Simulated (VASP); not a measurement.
Bi, 1 atom in the cell. Symmetry: Im-3m, No. 229, cubic system. The conventional cell has a = 3.963 Å, b = 3.963 Å, c = 3.963 Å, α = 90.00°, β = 90.00°, γ = 90.00°. Bi (site symmetry m-3m) is surrounded by 8 Bi at 3.43 Å. This isn't the form of Bi at room conditions, which is rhombohedral.

```yaml
Program: VASP 6.6.1
Task: relaxation of cell and atoms
Functional: PBEsol
Potentials_or_basis: VASP PAW PBE potentials, release 64 (Bi_d)
Cutoff: 600 eV
k_mesh: 14 × 14 × 14
Occupations: methfessel-paxton, width 0.1 eV
Spin: no spin polarisation
Further_INCAR_settings: ALGO = Normal; EDIFF = 1e-06; IBRION = 2; EDIFFG = -0.01; NSW = 90; ISIF = 3
```

Potentials or basis: VASP PAW PBE potentials, release 64 (Bi_d).

Command:

```sh
$ cat potpaw_PBE.64/Bi_d/POTCAR > POTCAR
$ mpirun -np 1 vasp_std > vasp.out
```

Hardware: 1 thread of Intel(R) Xeon(R) Platinum 8488C (Sapphire Rapids), with other jobs on the host.

Task: How long does it take, and how much memory?

Result: Wall time 85 s on 1 thread of Intel(R) Xeon(R) Platinum 8488C (Sapphire Rapids), on a shared host, peak memory 0.19 GiB. Counts: scf iterations 26, k points 104, ion steps 3.
